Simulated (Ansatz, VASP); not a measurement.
# Cl: VASP beside Ansatz

INCAR

```
SYSTEM = Cl
ALGO = Normal
EDIFF = 1E-6
ENCUT = 520
GGA = PE
ISIF = 2
ISMEAR = 0
LASPH = .TRUE.
LCHARG = .FALSE.
LREAL = .FALSE.
LWAVE = .FALSE.
NBANDS = 18
NELM = 80
PREC = Accurate
SIGMA = 0.1
```

File KPOINTS:

```
k-points
0
G
  6 6 4
  0 0 0
```

File POSCAR:

```
Cl
1.0
    3.8290785700      0.0000000000      0.0000000000
   -1.9145392800      3.3160793100      0.0000000000
    0.0000000000      0.0000000000      6.4195287400
Cl
3
Direct
    0.6666666700      0.3333333300      0.0000000000
    0.3333333300      0.6666666700      0.3057319500
    0.3333333300      0.6666666700      0.6942680500
```

Input for Ansatz:

```yaml
crystal:
  lattice:
    - [3.82907857, 0.0, 0.0]
    - [-1.91453928, 3.31607931, 0.0]
    - [0.0, 0.0, 6.41952874]
  atoms:
    - { symbol: Cl, position: [0.66666667, 0.33333333, 0.0] }
    - { symbol: Cl, position: [0.33333333, 0.66666667, 0.30573195] }
    - { symbol: Cl, position: [0.33333333, 0.66666667, 0.69426805] }
basis:
  ecutwfc: 420
kpoints:
  mp_grid: { grid: [6, 6, 4] }
hamiltonian:
  xc: pbe
scf:
  occupations: { method: gaussian, width: 0.1 }
  lower_state_search: "off"
output:
  forces: true
  stress: true
  eigenvalues: true
```

Alike in both runs: task single point; functional PBE; k mesh 6 × 6 × 4; occupations gaussian, width 0.1 eV; no spin polarisation.

|  | VASP | Ansatz |
| --- | --- | --- |
| version | VASP 6.6.1 | Ansatz 0.2.0 |
| potentials or method | VASP PAW PBE potentials, release 64 (Cl) | scalar-relativistic, plane waves, PAW |
| plane-wave cutoff (eV) | 520 | 420 |
| valence electrons in the cell | 21 | 21 |

```csv
,VASP,Ansatz,Ansatz less VASP
gap on the k mesh at the Fermi level (eV),none,none,-
pressure (GPa),-2.3,-2.2,+0.09
largest component of the traceless stress (GPa),4.38,4.31,-0.071
rms of the force components (eV/Å),0.807,0.796,-0.0116
```

Atom by atom the forces differ by 0.012 eV/Å (rms over components). A gap of «none» marks a metal or a gap that the smearing closes.

Caveats: an odd number of electrons without spin polarisation forces a metal; a magnetic or distorted state may lie lower.
